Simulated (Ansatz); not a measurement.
Input of an Ansatz 0.2.0 run:

Contents of input.yaml:

```yaml
crystal:
  lattice:
    - [0.0, 2.5519910612, 2.5519910612]
    - [2.5519910612, 0.0, 2.5519910612]
    - [2.5519910612, 2.5519910612, 0.0]
  atoms:
    - { symbol: "Y", position: [0.0, 0.0, 0.0] }
kpoints:
  mp_grid: { grid: [9, 9, 9] }
scf:
  occupations: { method: fermi_dirac, width: 0.05 }
hamiltonian:
  xc: rpbe
  pseudopotentials: { kind: all_electron, lapw: { basis_error: 0.001 } }
output:
  forces: true
  stress: true
relax:
  f_tol: 0.02
  max_steps: 60
  cell: {}
```

Potentials or basis: all-electron LAPW, scalar-relativistic.

The run is started by

```console
$ ansatz run input.yaml --threads 1 --pin off --max-ram 3072MiB --backend cpu --events-out ev --progress --plain --runs-dir out
```

Estimate the relaxed cell.

a = 3.631 Å, b = 3.631 Å, c = 3.631 Å, α = 60.00°, β = 60.00°, γ = 60.00°.

Predict the space group after relaxing (to 0.05 Å).

Fm-3m (No. 225).

Predict the relaxed volume.

33.85 Å³/atom.

Final structure:
```yaml
crystal:
  lattice:
    - [0.00000, 2.56740, 2.56740]
    - [2.56740, 0.00000, 2.56740]
    - [2.56740, 2.56740, 0.00000]
  atoms:
    - { symbol: Y, position: [0.00000, 0.00000, 0.00000] }
```
